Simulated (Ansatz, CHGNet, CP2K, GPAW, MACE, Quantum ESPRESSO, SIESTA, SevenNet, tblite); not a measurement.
# Running AlP(100) slab, H on both faces (90 atoms) with CP2K

Wanted: CP2K inputs and outputs for AlP(100) slab, H on both faces (90 atoms), checked against a plane-wave reference.

Calculated with CP2K 2026.2; the method is named at each step.

**1. Starting point**

The cell holds 90 atoms: 27 Al, 27 P and 36 H. Cell: a = 11.589 Å, b = 11.589 Å, c = 18.561 Å, α = 90.0°, β = 90.0°, γ = 90.0°. It derives from AlP (zinc-blende). Zinc-blende AlP (a = 5.463 Å), (100) slab of 6 atomic planes, 3 x 3 surface cells, H on the broken bonds of both faces, 10 Å of vacuum; displaced by a Gaussian of 0.02 Å. Then every atom was moved at random, 0.02 Å r.m.s. a Cartesian component (hydrogen 0.6 of that). Regions: slab, 54 atoms (27 Al and 27 P); hydrogen, 36 atoms (36 H). Vacuum lies along c.

The yardstick, on the same geometry:

* method: Kohn-Sham DFT, PBE, SSSP efficiency 1.3.0 pseudopotentials, plane waves (Quantum ESPRESSO 7.5); sssp-pbe-1.3.0-efficiency, cutoffs 45/360 Ry, Γ point
* r.m.s. force component: 0.5146 eV/Å
* longest force: 2.247 eV/Å
* time: 5 min on 4 MPI ranks of Arm Neoverse V2, shared host
* CPU time: 20 min

**2. PBE, DZVP-MOLOPT-SR, 450/50 Ry, diagonalisation**

Method: Kohn-Sham DFT, PBE, GTH-PBE pseudopotentials, Gaussian and plane waves, DZVP-MOLOPT-SR-GTH, diagonalisation.

File input.inp:

```
&GLOBAL
  PROJECT cell
  RUN_TYPE ENERGY_FORCE
  PRINT_LEVEL LOW
&END GLOBAL
&FORCE_EVAL
  METHOD QS
  &DFT
    BASIS_SET_FILE_NAME BASIS_MOLOPT
    POTENTIAL_FILE_NAME GTH_POTENTIALS
    &MGRID
      CUTOFF 450
      REL_CUTOFF 50
    &END MGRID
    &QS
      EPS_DEFAULT 1.0E-12
    &END QS
    &SCF
      SCF_GUESS ATOMIC
      EPS_SCF 1.0E-06
      MAX_SCF 200
      ADDED_MOS 35
      &DIAGONALIZATION
        ALGORITHM STANDARD
      &END DIAGONALIZATION
      &SMEAR ON
        METHOD FERMI_DIRAC
        ELECTRONIC_TEMPERATURE [K] 580
      &END SMEAR
      &MIXING
        METHOD BROYDEN_MIXING
        ALPHA 0.15
        NBROYDEN 8
      &END MIXING
      &PRINT
        &RESTART OFF
        &END RESTART
      &END PRINT
    &END SCF
    &XC
      &XC_FUNCTIONAL PBE
      &END XC_FUNCTIONAL
    &END XC
    &PRINT
      &MULLIKEN ON
      &END MULLIKEN
      &HIRSHFELD ON
        SHAPE_FUNCTION DENSITY
      &END HIRSHFELD
      &MO ON
        EIGENVALUES T
        OCCUPATION_NUMBERS T
        MO_INDEX_RANGE 115 138
        &EACH
          QS_SCF 0
        &END EACH
        ADD_LAST NUMERIC
      &END MO
    &END PRINT
  &END DFT
  &SUBSYS
    &CELL
      A 11.58877 0.00000 0.00000
      B 0.00000 11.58877 0.00000
      C 0.00000 0.00000 18.56080
    &END CELL
    &TOPOLOGY
      COORD_FILE_NAME structure.xyz
      COORD_FILE_FORMAT XYZ
    &END TOPOLOGY
    &KIND Al
      BASIS_SET DZVP-MOLOPT-SR-GTH-q3
      POTENTIAL GTH-PBE-q3
    &END KIND
    &KIND P
      BASIS_SET DZVP-MOLOPT-SR-GTH-q5
      POTENTIAL GTH-PBE-q5
    &END KIND
    &KIND H
      BASIS_SET DZVP-MOLOPT-SR-GTH-q1
      POTENTIAL GTH-PBE-q1
    &END KIND
  &END SUBSYS
  &PRINT
    &FORCES ON
    &END FORCES
  &END PRINT
&END FORCE_EVAL
```

File structure.xyz:

```xyz
90

Al 3.08111 1.96464 7.17152
P 3.07717 3.82429 5.85742
Al 1.17939 3.88328 9.88957
P 1.21427 1.94506 8.53203
Al 3.08690 1.95700 12.62190
P 3.05410 3.85083 11.28385
Al 3.12120 5.81976 7.21700
P 3.08794 7.72600 5.81937
Al 1.14787 7.71592 9.91351
P 1.15772 5.85117 8.56340
Al 3.08342 5.84561 12.69614
P 3.14345 7.77120 11.30872
Al 3.06917 9.70641 7.17208
P 3.05758 11.58657 5.80285
Al 1.18101 11.53071 9.87546
P 1.18171 9.67685 8.57862
Al 3.09930 9.61926 12.63916
P 3.07473 11.54299 11.23949
Al 6.96972 1.92003 7.21662
P 6.97412 3.91457 5.81547
Al 5.00391 3.89267 9.92297
P 5.01481 1.95514 8.55374
Al 6.97737 1.94332 12.69503
P 6.92510 3.88212 11.28237
Al 6.94909 5.80041 7.15575
P 6.96879 7.69228 5.84944
Al 5.03011 7.75520 9.91833
P 5.02686 5.78419 8.59309
Al 6.97818 5.80783 12.65568
P 6.88628 7.75254 11.28237
Al 6.96288 9.61045 7.17264
P 6.94457 0.00139 5.76721
Al 5.02292 0.04589 9.86562
P 4.96903 9.61648 8.55115
Al 6.98305 9.69401 12.63248
P 6.95825 0.00012 11.26344
Al 10.77999 1.93706 7.21069
P 10.81626 3.85048 5.80693
Al 8.90307 3.84828 9.96270
P 8.91084 1.94008 8.54632
Al 10.85288 1.98678 12.64751
P 10.78694 3.84782 11.28589
Al 10.81035 5.78488 7.17579
P 10.81765 7.64697 5.77074
Al 8.88928 7.71592 9.92316
P 8.85741 5.77828 8.56395
Al 10.82739 5.76321 12.65048
P 10.79413 7.74280 11.29202
Al 10.83388 9.64533 7.22052
P 10.83318 0.03059 5.81027
Al 8.85394 11.54995 9.91704
P 8.90887 9.63201 8.57101
Al 10.79934 9.65773 12.68297
P 10.85126 11.56246 11.29350
H 4.22005 3.85790 4.96817
H 1.90264 3.86636 4.98246
[... 30 atom lines left out ...]
H 0.37779 0.00093 5.02534
H 9.65750 11.58309 4.99601
H 0.51095 9.68450 13.56813
H 9.50175 9.64800 13.51913
```

Run with:

```console
$ OMP_NUM_THREADS=2 cp2k.psmp -i input.inp > output.txt
```

Numbers of over 12 decimals in the logs are rounded to 6 here.

Output:

```text
CP2K| version string:                                       CP2K version 2026.2
 CP2K| Input file name                                                 input.inp
 GLOBAL| Basis set file name                                        BASIS_MOLOPT
 GLOBAL| Potential file name                                      GTH_POTENTIALS
 GLOBAL| Run type                                                   ENERGY_FORCE
 GLOBAL| Total number of message passing processes                             1
 GLOBAL| Number of threads for this process                                    2
 TOTAL NUMBERS AND MAXIMUM NUMBERS
  Total number of            - Atomic kinds:                                   3
                             - Atoms:                                         90
                             - Shell sets:                                    90
                             - Shells:                                       378
                             - Primitive Cartesian functions:                396
                             - Cartesian basis functions:                    936
                             - Spherical basis functions:                    882
  Maximum angular momentum of- Orbital basis functions:                        2
                             - Local part of the GTH pseudopotential:          2
                             - Non-local part of the GTH pseudopotential:      2
 SCF PARAMETERS         Density guess:                                    ATOMIC
                        max_scf:                                             200
                        eps_scf:                                        1.00E-06
                        added MOs                                        35    0
                        Mixing method:                            BROYDEN_MIXING
                                                charge density mixing in g-space
                        Smear method:                                FERMI_DIRAC
                        Electronic temperature [K]:                        580.0
                        Electronic temperature [a.u.]:                  1.84E-03
                        Accuracy threshold:                             1.00E-10
 Extrapolation method: initial_guess
 Number of electrons:                                                        252
 Number of occupied orbitals:                                                126
 Number of molecular orbitals:                                               161
 Number of orbital functions:                                                882
 Number of independent orbital functions:                                    882
 SCF WAVEFUNCTION OPTIMIZATION
  Step     Update method      Time    Convergence         Total energy    Change
     1 NoMix/Diag. 0.15E+00    4.2     1.32423085      -253.2363764234 -2.53E+02
     2 Broy./Diag. 0.15E+00    5.4     0.04630096      -250.1553409529  3.08E+00
     3 Broy./Diag. 0.15E+00    5.4     0.25643221      -252.6761633505 -2.52E+00
     4 Broy./Diag. 0.15E+00    5.3     0.14952156      -257.1263203136 -4.45E+00
[...]
35 Broy./Diag. 0.15E+00    5.6     0.00000137      -254.9717382036 -1.93E-05
    36 Broy./Diag. 0.15E+00    5.6     0.00000057      -254.9717525401 -1.43E-05
  *** SCF run converged in    36 steps ***
  Electronic density on regular grids:       -251.9999999999        0.0000000001
  Core density on regular grids:              251.9999999995       -0.0000000005
  Total charge density on r-space grids:       -0.0000000003
  Total charge density g-space grids:          -0.0000000003
  Overlap energy of the core charge distribution:               6.58612e-07
  Self energy of the core charge distribution:               -645.931470
  Core Hamiltonian energy:                                    147.549199
  Hartree energy:                                             323.537113
  Exchange-correlation energy:                                -80.116980
  Electronic entropic energy:                                  -0.00961523
  Fermi energy:                                                 0.055591
  Total energy:                                              -254.971753
  Total energy (extrapolated to T->0):                       -254.966945
 MO| EIGENVALUES AND OCCUPATION NUMBERS
 MO|
 MO|  Index      Eigenvalue [a.u.]        Eigenvalue [eV]             Occupation
 MO|    115              -0.030733              -0.836291               2.000000
 MO|    116              -0.026630              -0.724638               2.000000
 MO|    117              -0.025607              -0.696793               2.000000
[...]
MO|    137               0.069318               1.886231               0.001135
 MO|    138               0.070742               1.924990               0.000523
 MO| Sum:                                                             252.000000
 MO| E(Fermi):            0.055591 a.u.          1.512705 eV
 !-----------------------------------------------------------------------------!
                     Mulliken Population Analysis
 #  Atom  Element  Kind  Atomic population                           Net charge
       1     Al       1          2.618752                              0.381248
       2     P        2          5.179509                             -0.179509
       3     Al       1          2.545904                              0.454096
[...]
89     H        3          0.985497                              0.014503
      90     H        3          0.992498                              0.007502
 # Total charge                            252.000000                  0.000000
 !-----------------------------------------------------------------------------!
 !-----------------------------------------------------------------------------!
                           Hirshfeld Charges
  #Atom  Element  Kind  Ref Charge     Population                    Net charge
      1       Al     1       3.000          2.835                         0.165
      2       P      2       5.000          5.002                        -0.002
      3       Al     1       3.000          2.805                         0.195
[...]
89       H      3       1.000          1.101                        -0.101
     90       H      3       1.000          1.101                        -0.101
  Total Charge                                                           -0.000
 !-----------------------------------------------------------------------------!
 ENERGY| Total FORCE_EVAL ( QS ) energy [hartree]           -254.971754
 FORCES| Atomic forces [hartree/bohr]
 FORCES|   Atom     x               y               z               |f|
 FORCES|      1  6.13173841E-03 -1.31798340E-02  1.10792735E-02   1.82772138E-02
 FORCES|      2 -2.68079693E-03  1.91629137E-02 -9.65914866E-03   2.16264441E-02
 FORCES|      3 -7.43278271E-03 -9.59364963E-04  1.15390856E-02   1.37592564E-02
[...]
FORCES|     89  4.33600719E-04 -6.76178467E-04  5.67585334E-03   5.73241119E-03
 FORCES|     90 -2.89891609E-03 -5.57641074E-04  9.56909869E-03   1.00141064E-02
 FORCES| Sum    -2.00183999E-06  6.68510319E-07 -1.27046539E-07
 FORCES| Total atomic force                                       2.11433446E-06
```

The job ended after 3.5 min (2 threads of Arm Neoverse V2, shared host; peak memory 3.7 GiB; 6.1 min of CPU time).

Banners, paths, timers and routine set-up lines are dropped from the logs unmarked, and long logs keep their key lines alone; longer cuts are marked.

Against the reference:

| Item | Value |
| --- | --- |
| r.m.s. force component | 0.5244 eV/Å |
| r.m.s. difference of force components | 83.56 meV/Å |
| longest difference of force vectors | 313.6 meV/Å |
| force difference over r.m.s. force | 16.24 % |
| slope of forces against the reference's | 1.006 |
| correlation of force components | 0.9872 |

Length of the force difference by element (eV/Å):

| element | atoms | mean | most |
| --- | --- | --- | --- |
| Al | 27 | 0.11 | 0.24 |
| H | 36 | 0.17 | 0.31 |
| P | 27 | 0.077 | 0.21 |

A closer look about P14, whose charge lies farthest from its element's mean: 9 atoms, nearest first, numbered in the order of the input, with positions taken from that point.

| atom | x | y | z | distance (Å) | bonds | Hirshfeld charge (e) | Fx | Fy | Fz (eV/Å) |
| --- | --- | --- | --- | --- | --- | --- | --- | --- | --- |
| P14 | 0.00 | 0.00 | 0.00 | 0.00 | 4 | 0.01 | 1.41 | 0.36 | 0.66 |
| H63 | -1.12 | -0.03 | -0.81 | 1.38 | 1 | 0.00 | -0.16 | 0.00 | -0.76 |
| H64 | 1.21 | -0.02 | -0.83 | 1.47 | 1 | 0.01 | -1.09 | 0.00 | 0.14 |
| Al13 | 0.01 | -1.88 | 1.37 | 2.33 | 4 | 0.17 | 0.03 | -0.53 | 0.45 |
| Al1 | 0.02 | 1.97 | 1.37 | 2.40 | 4 | 0.17 | 0.32 | -0.68 | 0.57 |
| H87 | -2.68 | 0.00 | -0.78 | 2.79 | 1 | 0.00 | 0.22 | 0.03 | -0.84 |
| H75 | 2.76 | 0.00 | -0.82 | 2.88 | 1 | 0.00 | -0.48 | 0.03 | -1.01 |
| P50 | -3.81 | 0.03 | 0.01 | 3.81 | 4 | 0.01 | -0.93 | -0.37 | 1.41 |
| P4 | -1.84 | 1.95 | 2.73 | 3.83 | 4 | -0.21 | -0.79 | -0.20 | -0.61 |

Forces lie 16 % from the reference's, at 0.31 times its CPU time (on 2 against 4 cores).

**3. PBE, SZV-MOLOPT-SR, 450/50 Ry, diagonalisation**

Method: Kohn-Sham DFT, PBE, GTH-PBE pseudopotentials, Gaussian and plane waves, SZV-MOLOPT-SR-GTH, diagonalisation.

Edit input.inp of step 2 so:

```diff
@@ -66,8 +66,31 @@
     &END CELL
-    &TOPOLOGY
-      COORD_FILE_NAME structure.xyz
-      COORD_FILE_FORMAT XYZ
-    &END TOPOLOGY
+    &COORD
+      Al 3.08111 1.96464 7.17152
+      P 3.07717 3.82429 5.85742
+      Al 1.17939 3.88328 9.88957
+      P 1.21427 1.94506 8.53203
+      Al 3.08690 1.95700 12.62190
+      P 3.05410 3.85083 11.28385
+      Al 3.12120 5.81976 7.21700
+      P 3.08794 7.72600 5.81937
+      Al 1.14787 7.71592 9.91351
+      P 1.15772 5.85117 8.56340
+      Al 3.08342 5.84561 12.69614
+      P 3.14345 7.77120 11.30872
+      Al 3.06917 9.70641 7.17208
+      P 3.05758 11.58657 5.80285
+      Al 1.18101 11.53071 9.87546
+      P 1.18171 9.67685 8.57862
+      Al 3.09930 9.61926 12.63916
+      P 3.07473 11.54299 11.23949
+      Al 6.96972 1.92003 7.21662
+      P 6.97412 3.91457 5.81547
+[... 66 atom lines left out ...]
+      H 0.37779 0.00093 5.02534
+      H 9.65750 11.58309 4.99601
+      H 0.51095 9.68450 13.56813
+      H 9.50175 9.64800 13.51913
+    &END COORD
     &KIND Al
-      BASIS_SET DZVP-MOLOPT-SR-GTH-q3
+      BASIS_SET SZV-MOLOPT-SR-GTH-q3
       POTENTIAL GTH-PBE-q3
@@ -75,3 +98,3 @@
     &KIND P
-      BASIS_SET DZVP-MOLOPT-SR-GTH-q5
+      BASIS_SET SZV-MOLOPT-SR-GTH-q5
       POTENTIAL GTH-PBE-q5
@@ -79,3 +102,3 @@
     &KIND H
-      BASIS_SET DZVP-MOLOPT-SR-GTH-q1
+      BASIS_SET SZV-MOLOPT-SR-GTH-q1
       POTENTIAL GTH-PBE-q1
```

Run with:

```console
$ OMP_NUM_THREADS=1 cp2k.psmp -i input.inp > output.txt
```

Output:

```text
CP2K| version string:                                       CP2K version 2026.2
 CP2K| Input file name                                                 input.inp
 GLOBAL| Basis set file name                                        BASIS_MOLOPT
 GLOBAL| Potential file name                                      GTH_POTENTIALS
 GLOBAL| Run type                                                   ENERGY_FORCE
 GLOBAL| Total number of message passing processes                             1
 GLOBAL| Number of threads for this process                                    1
[... lines left out ...]
                        Smear method:                                FERMI_DIRAC
[... lines left out ...]
 Number of electrons:                                                        252
[... lines left out ...]
  Step     Update method      Time    Convergence         Total energy    Change
[... lines left out ...]
  *** SCF run converged in    40 steps ***
[... lines left out ...]
  Fermi energy:                                                 0.113174
  Total energy:                                              -253.251517
  Total energy (extrapolated to T->0):                       -253.247644
[... lines left out ...]
 MO| E(Fermi):            0.113174 a.u.          3.079613 eV
[... lines left out ...]
                           Hirshfeld Charges
  #Atom  Element  Kind  Ref Charge     Population                    Net charge
      1       Al     1       3.000          2.831                         0.169
      2       P      2       5.000          5.004                        -0.004
      3       Al     1       3.000          2.791                         0.209
[...]
89       H      3       1.000          1.098                        -0.098
     90       H      3       1.000          1.100                        -0.100
  Total Charge                                                           -0.000
 !-----------------------------------------------------------------------------!
 ENERGY| Total FORCE_EVAL ( QS ) energy [hartree]           -253.251532
 FORCES| Atomic forces [hartree/bohr]
 FORCES|   Atom     x               y               z               |f|
 FORCES|      1  8.35654958E-03 -1.22693674E-02  1.31511779E-02   1.98323669E-02
 FORCES|      2 -4.58869748E-03  1.72206389E-02 -1.52592158E-02   2.34616755E-02
 FORCES|      3 -1.09335302E-02 -1.53512136E-03  2.15430021E-02   2.42074290E-02
[...]
FORCES|     89 -9.14995239E-03 -1.31197242E-03 -5.19963896E-05   9.24367914E-03
 FORCES|     90  6.60667169E-03 -5.45957850E-05  4.45924231E-03   7.97094307E-03
 FORCES| Sum    -3.00099929E-06  1.14100311E-06 -1.34201924E-06
 FORCES| Total atomic force                                       3.47978455E-06
```

Run time: 4.3 min. Hardware: 1 thread; peak memory 3.5 GiB.

Compared with the plane-wave run:

- r.m.s. force component: 0.6742 eV/Å
- r.m.s. difference of force components: 348.9 meV/Å
- longest difference of force vectors: 1441 meV/Å
- force difference over r.m.s. force: 67.8 %
- slope of forces against the reference's: 1.129
- correlation of force components: 0.8613

This is a coarse setting, run to see what it loses.

Against the first run (16 %), the force difference from the reference is 68 %, at 0.69 times the CPU time (on 1 against 2 cores), with 252 basis functions against 882: the smaller basis costs accuracy.

(Part 1 of 3 ends here.)

[Also dropped from logs without a mark: logging warnings of Python, and SIESTA's first energy breakdown and zero terms.]

[Logs are printed without paths, hosts, clocks, repeated set-up lines and the standing remarks that a program may print on its own settings, such as how far it seeks lower states.]

[Hosts, paths, dates, database ids (printed as entryN), source tags and the programs' standing remarks are cut or masked in the printed files.]
